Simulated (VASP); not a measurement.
The system is Zn.

```
Zn
1.0
     2.67000    0.00000    0.00000
    -1.33500    2.31229    0.00000
     0.00000    0.00000    4.96600
Zn
2
Direct
  0.66667 0.33333 0.75000
  0.33333 0.66667 0.25000
```

| Quantity | Value |
| --- | --- |
| Program | VASP 6.6.1 |
| Task | relaxation of cell and atoms |
| Functional | PBEsol |
| Potentials or basis | VASP PAW PBE potentials, release 64 (Zn) |
| Cutoff | 600 eV |
| k mesh | 10 × 10 × 6 |
| Occupations | fermi-dirac, width 0.05 eV |
| Spin | no spin polarisation |

At the start: pressure -5.6 GPa; volume 15.33 Å³/atom.

**Question.** Where does the relaxation end?

**Answer.** Over 6 steps the energy falls by 19.9 meV/atom and the volume is 14.29 Å³/atom (-6.8 %); space group P6_3/mmc (No. 194, to 0.05 Å).

Step by step:
```
step  energy change (eV)  largest force (eV/Å)  pressure (GPa)  volume (Å³)
   1              0.0000                0.0000           -5.56        30.66
   2             -0.0384                0.0000            0.83        28.36
   3             -0.0392                0.0000           -0.05        28.62
   4             -0.0392                0.0000           -0.18        28.66
   5             -0.0396                0.0000           -0.17        28.62
   6             -0.0397                0.0000           -0.12        28.57
```

Final structure:
```yaml
crystal:
  lattice:
    - [2.60741, 0.00000, 0.00000]
    - [-1.30371, 2.25809, 0.00000]
    - [0.00000, 0.00000, 4.85273]
  atoms:
    - { symbol: Zn, position: [0.66667, 0.33333, 0.75000] }
    - { symbol: Zn, position: [0.33333, 0.66667, 0.25000] }
```

Caveat: the PAW data sets were made with another functional, which shifts forces and pressure a little.
